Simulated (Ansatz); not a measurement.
# C (P6_3/mmc) in Ansatz: further runs, part 2 of 2

Ansatz 0.2.0.

### 3 Relaxation of cell and atoms, PBEsol-PBE, collinear spin, random start

The COD entry that gives the cell may itself be a prediction, so a difference from it is no test against experiment.

input.yaml reads:

```yaml
crystal:
  lattice:
    - [2.5221, 0.0, 0.0]
    - [-1.26105, 2.1842026709, 0.0]
    - [0.0, 0.0, 8.2371]
  atoms:
    - { symbol: C, position: [0.6666666667, 0.3333333333, 0.84375], spin: 0.58 }
    - { symbol: C, position: [0.3333333333, 0.6666666667, 0.34375], spin: 0.24 }
    - { symbol: C, position: [0.6666666667, 0.3333333333, 0.65625], spin: -0.16 }
    - { symbol: C, position: [0.3333333333, 0.6666666667, 0.15625], spin: 0.37 }
    - { symbol: C, position: [0.0, 0.0, 0.90625], spin: -0.27 }
    - { symbol: C, position: [0.0, 0.0, 0.40625], spin: -0.46 }
    - { symbol: C, position: [0.0, 0.0, 0.59375], spin: 0.56 }
    - { symbol: C, position: [0.0, 0.0, 0.09375], spin: -0.33 }
kpoints:
  mp_grid: { grid: [12, 12, 4] }
scf:
  occupations: { method: fermi_dirac, width: 0.15 }
  lower_state_search: "off"
hamiltonian:
  xc: { exchange: pbesol, correlation: pbe }
  pseudopotentials: { kind: all_electron, lapw: { basis_error: 0.001 } }
magnetization:
  spin_polarized: true
output:
  forces: true
  stress: true
relax:
  f_tol: 0.02
  max_steps: 60
  cell: {}
```

Potentials or basis: all-electron LAPW, scalar-relativistic.

Launch:

```sh
$ ansatz run input.yaml --threads 4 --pin off --max-ram 12288MiB --backend cpu --events-out ev --progress --plain --runs-dir out
```

Output:

```text
Warning: RAYON_NUM_THREADS=4 ignored (pool sized by the plan → 4); use --threads N
The last accepted step is kept in <dir> (removed where the run ends without a failure and the disk answers)
LAPW: plane waves up to 11.165 Å⁻¹, error target 1.0e-3 eV per atom; small_component_spin mean_spin; C in spheres of 0.749 Å, 6 of its electrons in bands, Dirac shells [] (how accurate: hamiltonian.pseudopotentials.lapw.basis_error, Limitations)
Engine: ansatz 0.2.0, aarch64-unknown-linux-gnu
Pseudopotentials: kind: all_electron
Pseudopotential: C, LAPW, valence charge 6, lapw/all_electron/scalar/gaussian/C, Koelling and Harmon's equation, gaussian nucleus
Functional definition: unnamed
  exchange = pbe_x(mu = 0.12345679012345678)
  correlation = pbe_c
Crystal: 8 atoms, lattice volume = 45.376 Å³
Basis set: ecut = 474.94377864255966 eV, 1091 PW (Γ), exchange–correlation at level 2
Bands: 34, of which v1, the nominal top of the filled ones, is band 24 counted from 1 (23 counted from 0)
Symmetry: 6 space group operations
Space group: P3m1 (ITA 156), of the structure as read, at distance tolerance 3.6e-5 Å
Magnetic group: BNS 156.49 (UNI 1279), of the structure as read, at distance tolerance 3.6e-5 Å
k-points: 69 of 576 (time reversal used)
Non-local potential: C, projectors of the file, none
Initial density: superposition of atomic densities (chi_scale 0.1, normalization cell)
Starting moments: Σ|m| = 2.97 μB on 8 of 8 sites
Initial wavefunctions: plane waves of lowest kinetic energy (no species holds an atomic orbital)
Functional: x = pbesol(κ = 0.804, μ = 0.12345679012345678), c = pbe(β = 0.06672455060314922)
iter 1 solved again at ethr=1.19e-2 eV; its pass at ethr=1.00e-1 eV (dr2=5.71e0 eV) is discarded
[... 93 lines left out ...]
  E_xc         = -1140.931385
  E_electrostatic = -15337.488075  (all electrons and nuclei)
  E_smearing   = -0.000000  (= −TS)
  E_closure    = 0.000000  (closes the sum)
  E_atoms      = -8176.932550  (free atoms, spherical and without spin; not in F)
  Σ components = -8254.594489   (vs F -8254.594489, Δ=0.00e0)
  Basis errors (estimates in eV, not in F): energy 6.9e-4 per atom: plane waves 6.5e-4 (4.2e-4 summed), levels above the bands 1.7e-21, relativity 1.0e-8, radial functions 4.0e-5, core shells 0.0e0; eigenvalues (radial functions only) 8.3e-7; not estimated: angular momenta, meshes, grids; target (lapw.basis_error) 1.0e-3; muffin-tin radii C 0.746 Å
--- Forces (eV/Å), atoms counted from 1 ---
  atom   1  C      0.00000000     0.00000000     0.00492158
  atom   2  C     -0.00000000     0.00000000     0.00476470
  atom   3  C      0.00000000     0.00000000    -0.00493730
  atom   4  C     -0.00000000    -0.00000000    -0.00474851
  atom   5  C     -0.00000000     0.00000000    -0.00283689
  atom   6  C      0.00000000    -0.00000000    -0.00280178
  atom   7  C      0.00000000     0.00000000     0.00276628
  atom   8  C      0.00000000    -0.00000000     0.00287195
  max |Σ_I F_I| component: 3.84e-8 eV/Å
--- Stress (GPa, compression-positive) ---
       -0.026783      -0.000000      -0.000000
        0.000000      -0.026783      -0.000000
       -0.000000      -0.000000       0.047291
  P = ⅓ Tr σ = -0.0021 GPa (-0.021 kbar)
--- Relaxed structure (4 steps of the walk, 4 accepted, 1 SCFs on fresh bases) ---
  F+E_penalty+E_count = -8254.59448908 eV   max|allowed force component| = 4.937e-3 eV/Å   (the final SCF, on the basis selected at the relaxed cell)
  cell:  # Å, volume = 44.7682 Å³
    - [2.5024906412283907, 4.539468514997653e-34, -1.055806479356797e-18]
    - [-1.2512453206141954, 2.167220468036595, 5.2790323967839875e-19]
    - [-3.448231057880132e-18, -1.1860610159710236e-33, 8.254555198338597]
  atoms:
    - { symbol: C, position: [0.6666666666666667, 0.3333333333333333, 0.8444353699569027] }
    - { symbol: C, position: [0.3333333333333333, 0.6666666666666667, 0.34443571351691715] }
    - { symbol: C, position: [0.6666666666666667, 0.3333333333333333, 0.6555648234094313] }
    - { symbol: C, position: [0.3333333333333333, 0.6666666666666667, 0.15556409234408802] }
    - { symbol: C, position: [1.9360426132466232e-19, 2.9593876346689032e-33, 0.9070509103482735] }
    - { symbol: C, position: [1.9366084157796455e-19, -1.3318162849999722e-33, 0.40705114441187357] }
    - { symbol: C, position: [-1.9355314413607367e-19, 1.4897972512206582e-33, 0.5929493011154877] }
    - { symbol: C, position: [-1.9371177199117935e-19, -1.3391642369172132e-33, 0.09294864489702538] }
```

Wall time 3.6 min (4 threads of Arm Neoverse V1, shared host); peak memory 0.93 GiB.

Results:

```yaml
Free_energy: -8254.5945 eV
Relaxed_volume: 5.60 Å³/atom
Relaxed_cell: a = 2.502 Å, b = 2.502 Å, c = 8.255 Å, α = 90.00°, β = 90.00°, γ = 120.00°
Space_group_after_relaxing_to_0.05_Å: P6_3/mmc (No. 194)
Energy_gained_by_relaxing: 3.9 meV/atom
Ionic_steps: 5
Pressure_after_relaxing: 0.0 GPa
Largest_force_after_relaxing: 0.005 eV/Å
Band_gap_on_the_k_mesh: 4.34 eV
Net_moment: 0.00 μB per cell
Absolute_moment: 0.00 μB per cell
```

Forces in eV/Å, atoms in the order of the input:
```
C    0.000  0.000  0.005
C    0.000  0.000  0.005
C    0.000  0.000 -0.005
C    0.000  0.000 -0.005
C    0.000  0.000 -0.003
C    0.000  0.000 -0.003
C    0.000  0.000  0.003
C    0.000  0.000  0.003
```

The path:
```tsv
step	energy change (eV)	largest force (eV/Å)	volume (Å³)
1	0.0000	0.3286	45.38
2	-0.0243	0.3541	45.00
3	-0.0302	0.1518	44.83
4	-0.0311	0.0049	44.77
5	-0.0311	0.0049	44.77
```

Final structure:
```yaml
crystal:
  lattice:
    - [2.50249, 0.00000, 0.00000]
    - [-1.25125, 2.16722, 0.00000]
    - [0.00000, 0.00000, 8.25456]
  atoms:
    - { symbol: C, position: [0.66667, 0.33333, 0.84444] }
    - { symbol: C, position: [0.33333, 0.66667, 0.34444] }
    - { symbol: C, position: [0.66667, 0.33333, 0.65556] }
    - { symbol: C, position: [0.33333, 0.66667, 0.15556] }
    - { symbol: C, position: [0.00000, 0.00000, 0.90705] }
    - { symbol: C, position: [0.00000, 0.00000, 0.40705] }
    - { symbol: C, position: [0.00000, 0.00000, 0.59295] }
    - { symbol: C, position: [0.00000, 0.00000, 0.09295] }
```

Caveat: the starting moments weren't kept.
